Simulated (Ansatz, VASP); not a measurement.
## One calculation of Al3O, two programs

File INCAR:

```
ALGO     = Normal         # electronic algorithm
DIPOL    = 0.5 0.5 0.354
EDIFF    = 1E-7           # SCF threshold, eV
ENCUT    = 520            # plane-wave cutoff, eV
IDIPOL   = 3            
ISIF     = 2              # what is computed and relaxed
ISMEAR   = 0              # smearing method
LASPH    = True           # aspherical terms in the spheres
LCHARG   = False          # write CHGCAR
LDIPOL   = True         
LREAL    = False          # projectors in reciprocal space
LWAVE    = False          # write WAVECAR
NBANDS   = 16             # bands
NELM     = 80             # most SCF steps
PREC     = Accurate       # precision mode
SIGMA    = 0.1            # smearing width, eV
```

Contents of KPOINTS:

```
k-points
0
Gamma
  9 9 1
```

The input POSCAR:

```
Al3O
1.0
    2.8168432364      0.0000000000      0.0000000000
    0.0000000000      2.8168432364      0.0000000000
    0.0000000000      0.0000000000     21.1042970937
Al O
3 1
Direct
    0.5000000000      0.5000000000      0.1895348602
    0.0000000000      0.0000000000      0.2867549192
    0.5000000000      0.5000000000      0.3840117042
    0.6666666667      0.6666666667      0.5560145899
```

Input for Ansatz:

```yaml
crystal:
  lattice:
    - [2.8168432364, 0.0, 0.0]
    - [0.0, 2.8168432364, 0.0]
    - [0.0, 0.0, 21.1042970937]
  atoms:
    - { symbol: Al, position: [0.5, 0.5, 0.1895348602] }
    - { symbol: Al, position: [0.0, 0.0, 0.2867549192] }
    - { symbol: Al, position: [0.5, 0.5, 0.3840117042] }
    - { symbol: O, position: [0.6666666667, 0.6666666667, 0.5560145899] }
basis:
  ecutwfc: 420
kpoints:
  mp_grid: { grid: [9, 9, 1] }
hamiltonian:
  xc: lda
scf:
  occupations: { method: gaussian, width: 0.1 }
output:
  forces: true
  eigenvalues: true
efield:
  axis: 3
  dipole_correction: true
  ramp_width: 0.04
```

Alike in both runs: task single point; functional LDA; k mesh 9 × 9 × 1; occupations gaussian, width 0.1 eV; no spin polarisation.

```csv
,VASP,Ansatz
version,VASP 6.6.1,Ansatz 0.2.0
potentials or method,"VASP PAW LDA potentials, release 64 (Al, O)","scalar-relativistic, plane waves, PAW"
plane-wave cutoff (eV),520,420
valence electrons in the cell,15,15
```

```csv
,VASP,Ansatz,Ansatz less VASP
gap on the k mesh at the Fermi level (eV),none,none,-
rms of the force components (eV/Å),0.247,0.246,-0.0004
```

Atom by atom the forces differ by 0.000 eV/Å (rms over components). A gap of «none» marks a metal or a gap that the smearing closes.

Caveats: an odd number of electrons without spin polarisation forces a metal; a magnetic or distorted state may lie lower.
